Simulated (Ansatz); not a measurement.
# Ag2O: the cost of one run

Computed with Ansatz 0.2.0 (reference: DFT r2SCAN, plane waves, PAW, scalar-relativistic, no spin polarisation, unless a step's input says otherwise).

### Step 1. The structure to begin with

It takes space group Pn-3m (No. 224, cubic). The conventional cell has a = 4.757 Å, b = 4.757 Å, c = 4.757 Å, α = 90.00°, β = 90.00°, γ = 90.00°. Ag (site symmetry -3m) has 2 O at 2.06 Å as nearest neighbours. O (site symmetry -43m) is surrounded by 4 Ag at 2.06 Å.

Coordinates:

```xyz
6
Lattice="4.7572 0.0000 0.0000 0.0000 4.7572 0.0000 0.0000 0.0000 4.7572" Properties=species:S:1:pos:R:3 pbc="T T T"
Ag    1.1893    1.1893    1.1893
Ag    1.1893    3.5679    3.5679
Ag    3.5679    3.5679    1.1893
Ag    3.5679    1.1893    3.5679
O     0.0000    0.0000    0.0000
O     2.3786    2.3786    2.3786
```

### Step 2. Baseline

The input, input.yaml:

```yaml
crystal:
  lattice:
    - [4.757195, 0.0, 0.0]
    - [0.0, 4.757195, 0.0]
    - [0.0, 0.0, 4.757195]
  atoms:
    - { symbol: Ag, position: [0.25, 0.25, 0.25] }
    - { symbol: Ag, position: [0.25, 0.75, 0.75] }
    - { symbol: Ag, position: [0.75, 0.75, 0.25] }
    - { symbol: Ag, position: [0.75, 0.25, 0.75] }
    - { symbol: O, position: [0.0, 0.0, 0.0] }
    - { symbol: O, position: [0.5, 0.5, 0.5] }
  symmetry: { tolerance: 0.0003 }
kpoints:
  mp_grid: { grid: [4, 4, 4], shift: [0, 0, 0] }
magnetization:
  spin_polarized: false
scf:
  occupations: { method: gaussian, width: 0.1147 }
hamiltonian:
  pseudopotentials: { kind: paw }
  xc: r2scan
basis:
  ecutwfc: 500
output:
  forces: true
  stress: true
  eigenvalues: true
```

Run with:

```bash
> ansatz run input.yaml --threads 1 --pin off --max-ram 2560MiB --backend cpu --events-out ev --progress --plain --runs-dir out
```

**Question.** How long does this run take on 1 thread of an x86-64 CPU, shared host, and how much memory does it need?

About 7.5 s, with a peak of 0.68 GiB.
